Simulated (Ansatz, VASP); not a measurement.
**KCl: VASP beside Ansatz**

```
K Cl
1.0
     0.00000    3.09167    3.09167
     3.09167    0.00000    3.09167
     3.09167    3.09167    0.00000
K Cl
1 1
Direct
  0.00000 0.00000 0.00000
  0.50000 0.50000 0.50000
```

Change from the starting cell: volume scaled by 0.94, crystal datasets.

Alike in both runs: task electric field gradients; functional PBE; k mesh 7 × 7 × 7; occupations fermi-dirac, width 0.03 eV; no spin polarisation.

```csv
,VASP,Ansatz
version,VASP 6.6.1,Ansatz 0.2.0
potentials or method,"VASP PAW PBE potentials, release 64 (K_sv, Cl), cutoff 520 eV","all-electron PAW with datasets made for the crystal, scalar-relativistic"
```

|  | VASP | Ansatz | Ansatz less VASP |
| --- | --- | --- | --- |
| gap on the k mesh at the Fermi level (eV) | 5.37 | 5.38 | +0.002 |
| pressure (GPa) | 2.0 | 1.9 | -0.04 |
| Vzz of the field gradient on the site that differs most (V/Å²) | 0.0 | 0.0 | 0.00 |

Ansatz ran all-electron here, so the differences hold the error of VASP's frozen core and of both bases.
